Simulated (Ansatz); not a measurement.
Does AlGa3N4 in Pm form from AlN and GaN?

Plane-wave DFT in Ansatz with scalar-relativistic PAW potentials, cutoff 500 eV, Γ-centred meshes chosen by cell and gap, Gaussian smearing with energies taken to zero width. Every cell was relaxed (cell and atoms) in a run of its own, within the symmetry of its start. Functional: r2SCAN.

The ternary relaxed to Pm, 8 atoms in the computed cell, a = 5.139 Å, b = 3.163 Å, c = 5.477 Å, β = 90.0°; sites (symmetry × multiplicity) Al m × 1, Ga m × 1 + m × 1 + m × 1, N m × 1 + m × 1 + m × 1 + m × 1.

Total energies hold large constants for each element; a whole number of eV per atom of each element is taken off below, which cancels in a balanced reaction.

```csv
compound,lowest structure computed,structures tried,V (Å³/atom),gap on mesh (eV),"E (eV per formula unit, common shift removed)"
AlGa3N4,Pm,2,11.13,2.89,-7.6176
AlN,P6_3mc,6,10.40,4.88,-3.4852
GaN,P6_3mc,5,11.37,2.35,-1.3872
```

**Question.** Balance the reaction and work out its energy at 0 K.

**Answer.** The balance is AlN + 3 GaN → AlGa3N4. ΔE = 0.029 eV per formula unit, 3.7 meV/atom, and the volume changes by 0.0 %. This form of the ternary lies above these binaries, so at 0 K it is at best metastable, by at least this much: a few tens of meV per atom are within reach of entropy at synthesis temperatures (k_BT is 86 meV at 1000 K), though mixing entropy favours a disordered solid solution, not this ordered cell. Against the elements it is bound by 0.89 eV/atom, many times the size of this reaction energy: the binaries together are bound more strongly still, and stability is decided by the small difference. A lower form of a binary that wasn't tried would raise the value, and a lower form of the ternary would lower it.